# Copper in a fixed cell: seven questions on pressure

A density functional is the approximate recipe for the exchange and correlation energy of the electrons. Here six recipes are applied to the same copper crystal, with the cell edge held at its room-temperature measured length. The pressure shows how each recipe would like to change that length.

ABINIT 10.8.3, plane-wave Kohn-Sham DFT with norm-conserving pseudopotentials, for fcc copper at a fixed conventional cell edge of 3.615 Å. All runs use a 13×13×13 k mesh and Fermi-Dirac smearing of 0.05 eV, without spin polarisation, spin-orbit coupling or a dispersion correction. Pressure is positive in compression.

```csv
functional,potentials,wave cutoff,pressure (GPa)
LDA,PseudoDojo NC SR LDA v0.4 stringent,1524 eV,-13.060
PBE,Ansatz NC PBE,1252 eV,1.630
PBEsol,PseudoDojo NC SR PBEsol v0.4.1 standard,1252 eV,-6.960
revPBE,PseudoDojo NC SR PBE v0.4.1 standard,1252 eV,5.650
BLYP,PseudoDojo NC SR PBE v0.4.1 standard,1252 eV,8.450
SOGGA,PseudoDojo NC SR PBEsol v0.4.1 standard,1252 eV,-8.430
```

## 1. What does the sign of the pressure mean?

A positive pressure means that the crystal is squeezed: left free, it would expand. A negative pressure means that it is stretched and would contract. LDA, SOGGA and PBEsol therefore want a smaller cell, while PBE, revPBE and BLYP want a larger one. From the strongest inward pull to the strongest outward push, the order is LDA, SOGGA, PBEsol, PBE, revPBE, BLYP.

## 2. Why should a functional care about the size of the cell?

LDA treats each small region as if it belonged to a uniform electron gas of the same density. The other five also ask how steeply the density varies there, measured against the density itself. Their exchange part lowers the energy where this relative variation is strong.

Now pull the atoms apart. The density between them falls, and what remains consists more and more of the steep outer tails of the atoms. The relative variation grows, and the gradient correction rewards it with a lower energy. Pressure is the rate at which energy falls as volume grows, so this reward acts as an outward push.

This is standard theory rather than something the pressures prove by themselves, but it yields a usable rule: other things being equal, the stronger the gradient correction to exchange, the larger the preferred cell. LDA has no such push and binds the atoms too tightly. PBEsol and SOGGA have a weak one, PBE a stronger one, and revPBE lets the correction grow further where the variation is large. The pressures of these five rise in the order that the rule suggests.

## 3. Is it the functional, or the potential that replaces the atomic core?

Both change along the table, so the rows must be paired with care. PBE uses a potential from a different family, and the step of 4.02 GPa from PBE to revPBE may contain a share of that change. PBEsol and revPBE offer a better comparison, because their potentials come from one family and the cutoff is the same. Between them the pressure rises by about 12.6 GPa, so the rise from a weak to a strong gradient correction does not hinge on the odd potential of the PBE row.

SOGGA and PBEsol share even the potential itself, and SOGGA lies 1.47 GPa lower. Its exchange correction starts out like that of PBEsol but levels off at a lower ceiling, which weakens the push; its correlation part differs too. The shared potential was made for PBEsol, and the program warned of this mismatch in the SOGGA run. The revPBE and BLYP runs have the same kind of mismatch, since their potential was made for PBE. How far these mismatches shift the pressures is untested.

## 4. Why does BLYP push outward most?

BLYP lies 2.80 GPa above revPBE with the same potential, so a change of potential is not the reason. That potential was made for PBE, however, and may suit the two functionals unequally, which could account for a share of the difference. Nor is it simply the next step on the scale of gradient strength, because its correlation part is built differently. That part was modelled on the helium atom and does not reproduce the uniform electron gas.

The mobile electrons of a metal resemble such a gas in much of the space between the atoms. An error in this limit therefore affects the bonding directly, and BLYP is known to bind metals too weakly. The pressure fits that picture, although it cannot divide the blame between exchange and correlation.

## 5. How large are these pressures as changes of length?

The bulk modulus B tells how strongly a solid resists a change of volume. For a small change, the relative change of volume is P/B, where P is the pressure in the table. Volume goes as the cube of the edge, so the edge changes by a third of that, P/(3B).

Take PBEsol, with a rough recalled B of 140 GPa for copper. Its pressure of −6.96 GPa divided by 3 × 140 GPa gives −0.017, a contraction of about 1.7%. On an edge of roughly 3.6 Å that is 0.06 Å. The same step for every row is in the printed output below; no constant was adjusted to the pressures.

The estimate is least reliable at the two ends. Copper stiffens as it contracts, so the 3% found for LDA is probably too much. It softens as it expands, so the 2% found for BLYP is probably too little. Each functional also gives copper a stiffness of its own, which a single recalled B leaves out. The formula also shows what a different metal would change: in a stiffer one, the same relative error of length would appear as a larger pressure.

## 6. PBE is nearest to zero. Is it therefore the most accurate?

Zero is the wrong target. The measured edge belongs to a warm crystal with vibrating atoms, whereas the calculation holds the atoms still. Thermal and zero-point motion together lengthen the edge by roughly 0.5%, again a recalled figure. In the measured cell, an exact functional without this motion would thus feel stretched, with a pressure near −3 × 140 GPa × 0.005, or about −2 GPa.

Against this target PBE is about 4 GPa too high and PBEsol about 5 GPa too low. The two would tie if the target lay at −2.7 GPa, which is within the uncertainty of so rough an estimate. What looked like a clear win for PBE becomes nearly a draw, with the two functionals erring in opposite directions.

## 7. Which digits can be trusted?

The contrast between the two ends of the table is safe: LDA and BLYP lie 21.51 GPa apart, far more than the cutoff or the k mesh would be expected to shift a pressure here. The decimals are another matter. The last zero of each pressure in the table is only padding after rounding, and the two digits before it are uncertain, since the effects of cutoff, k mesh and potential on the pressure were not tested separately. The sign of the PBE pressure is the least secure of the six, because its value is the closest to zero and its potential stands apart from the rest.

One of the questions left open is how much PBE's 1.63 GPa depends on the choice of potential. A PBE run with the potential already used for revPBE, at the same cutoff, would show how far the two potentials disagree. It would also make the comparison of PBE with PBEsol cleaner, although a firm ranking would need a less rough target as well.

Output of the analysis:

```
Number of rows with negative pressure: 3
Number of rows with positive pressure: 3
Spread from lowest to highest pressure in GPa: 21.51
SOGGA less LDA in GPa: 4.63
PBEsol less LDA in GPa: 6.1
PBE less PBEsol in GPa: 8.59
revPBE less PBE in GPa (potential family changes too): 4.02
revPBE less PBEsol in GPa (same potential family and cutoff): 12.61
BLYP less revPBE in GPa (same potential): 2.8
SOGGA less PBEsol in GPa (same potential): -1.47
Rough pressure expected of an exact functional at this cell in GPa: -2.1
Rough estimates from the bulk modulus:
     row  pressure in GPa  change of edge in percent  pressure less rough target in GPa
     LDA           -13.06                      -3.11                             -10.96
     PBE             1.63                     0.3881                               3.73
  PBEsol            -6.96                     -1.657                              -4.86
  revPBE             5.65                      1.345                               7.75
    BLYP             8.45                      2.012                              10.55
   SOGGA            -8.43                     -2.007                              -6.33
Midpoint of the PBE and PBEsol pressures in GPa: -2.665
```
